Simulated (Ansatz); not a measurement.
Input and command of a calculation in Ansatz (plane waves; scalar-relativistic PAW potentials unless the input names others):

```yaml
crystal:
  lattice:
    - [3.4964011497, 0.0, 0.0]
    - [-1.7482005748, 3.0279722174, 0.0]
    - [0.0, 0.0, 13.7008448353]
  atoms:
    - { symbol: Te, position: [0.3333333333, 0.6666666667, 0.6173401526] }
    - { symbol: Te, position: [0.6666666667, 0.3333333333, 0.1173401526] }
    - { symbol: Te, position: [0.3333333333, 0.6666666667, 0.8826598474] }
    - { symbol: Te, position: [0.6666666667, 0.3333333333, 0.3826598474] }
    - { symbol: Mo, position: [0.2618312404, 0.6666666667, 0.25] }
    - { symbol: Mo, position: [0.5951645737, 0.3333333333, 0.75] }
basis:
  ecutwfc: 420
  ecutrho_ratio: 1
kpoints:
  mp_grid: { grid: [12, 12, 2] }
hamiltonian:
  xc: pbe
  dispersion: d3bj
scf:
  occupations: { method: gaussian, width: 0.05 }
  max_iter: 75
output:
  forces: true
  eigenvalues: true
  stress: true
```

```bash
ansatz run input.yaml --threads 1 --pin off --max-ram 2560MiB --backend cpu --events-out ev --progress --plain --runs-dir out
```

Abridged log:
```
Basis set: ecut = 420 eV, 2835 PW (Γ), exchange–correlation on 36×36×144 points (8 copies of the dense FFT grid, shifted against one another)
Bands: 56, of which v1, the nominal top of the filled ones, is band 46 counted from 1 (45 counted from 0)
Symmetry: 4 space group operations
k-points: 86 of 288 (time reversal used)
SCF iter   1: F=—  HF=-37836.614765 eV  |F-HF|=—  |Δ(HF+E_count)|=         —  Δρ=5.13e-3  dr2=1.29e-2  ethr=1.77e-3  ⟨swp⟩=7.7  Hψ=18987  notcnv=0  defer=1
SCF iter   2: F=—  HF=-37836.622850 eV  |F-HF|=—  |Δ(HF+E_count)|=   8.08e-3  Δρ=2.98e-3  dr2=4.94e-3  ethr=1.41e-5  ⟨swp⟩=2.0  Hψ=9677  notcnv=0  defer=52
SCF iter   3: F=—  HF=-37836.627372 eV  |F-HF|=—  |Δ(HF+E_count)|=   4.52e-3  Δρ=8.75e-4  dr2=2.65e-3  ethr=5.37e-6  ⟨swp⟩=2.0  Hψ=8542  notcnv=0  defer=22
automatic band count: iteration 3 solves 55 bands in place of 56: the levels show a gap, and the empty bands left out lie too high to hold charge; the band table lists the bands solved (type scf.n_extra_bands for more)
SCF iter   4: F=—  HF=-37836.627142 eV  |F-HF|=—  |Δ(HF+E_count)|=   2.29e-4  Δρ=2.07e-4  dr2=1.17e-4  ethr=2.88e-6  ⟨swp⟩=2.0  Hψ=5178  notcnv=0  defer=22
SCF iter   5: F=—  HF=-37836.627153 eV  |F-HF|=—  |Δ(HF+E_count)|=   1.07e-5  Δρ=7.97e-5  dr2=2.02e-5  ethr=1.28e-7  ⟨swp⟩=2.3  Hψ=5673  notcnv=0  defer=22
SCF iter   6: F=—  HF=-37836.627110 eV  |F-HF|=—  |Δ(HF+E_count)|=   4.30e-5  Δρ=2.72e-5  dr2=1.18e-6  ethr=2.20e-8  ⟨swp⟩=2.0  Hψ=8542  notcnv=0  defer=22
SCF iter   7: F=-37836.627111 eV  HF=-37836.627111 eV  |F-HF|=3.24e-8  |Δ(HF+E_count)|=   6.34e-7  Δρ=5.18e-6  dr2=4.41e-8  ethr=1.09e-10  ⟨swp⟩=8.2  Hψ=22398  notcnv=0
SCF 1 converged in 7 iterations: F = -37836.627111 eV  dr2 = 4.41e-8
SCF converged after 7 iterations
Free energy (F): -37836.627111 eV
Harris-Foulkes:  -37836.627111 eV  (|F-HF|=3.24e-8)
Internal energy: -37836.627111 eV  (E = F + TS)
E sigma→0 (E₀):  -37836.627111 eV
Fermi energy:    13.582375 eV
  E_disp       = -3.325686  (pairwise vdW)
--- Forces (eV/Å), atoms counted from 1 ---
  atom   1  Te    -1.76987322     0.19988901    -0.40062802
  atom   2  Te    -1.76987322    -0.19988901    -0.40062802
  atom   3  Te    -1.76987322     0.19988901     0.40062802
  atom   4  Te    -1.76987322    -0.19988901     0.40062802
  atom   5  Mo     3.53974262     0.39612147     0.00000000
  atom   6  Mo     3.53974262    -0.39612147     0.00000000
--- Stress (GPa, compression-positive) ---
        4.044108       0.000000       0.000000
        0.000000       4.104242       0.000000
        0.000000       0.000000       7.163585
  P = ⅓ Tr σ = 5.1040 GPa (51.040 kbar)
```

What should be changed?

The fault is a density cutoff too low for products of the waves, which reach up to 4 times the waves' cutoff (basis.ecutrho_ratio: not typed → 1, the first being the value of the sound run). Setting it back cures it. The log, from which this was withheld above, says: «Warning: basis.ecutrho_ratio = 1 (ecutrho = 420 eV) is below the records' recommended 1680 eV» «settings of this run that can trade accuracy for cost: basis.ecutrho_ratio < 4. Do not mix this run's numbers with those of runs without the same settings; the input reference describes each key» The run converged all the same, with an energy at zero smearing 142 meV/atom below the reference's, pressure 5.10 GPa, largest force 3.562 eV/Å, gap on the mesh 0.35 eV, so convergence alone doesn't show that an input is right. A reference run from the same start on usual settings converged with pressure 2.05 GPa, largest force 3.405 eV/Å, gap on the mesh 0.33 eV.

The run took 44 s on 1 thread of Intel(R) Xeon(R) Platinum 8259CL CPU @ 2.50GHz (Skylake/Cascade Lake) (shared host), peak memory 0.71 GiB.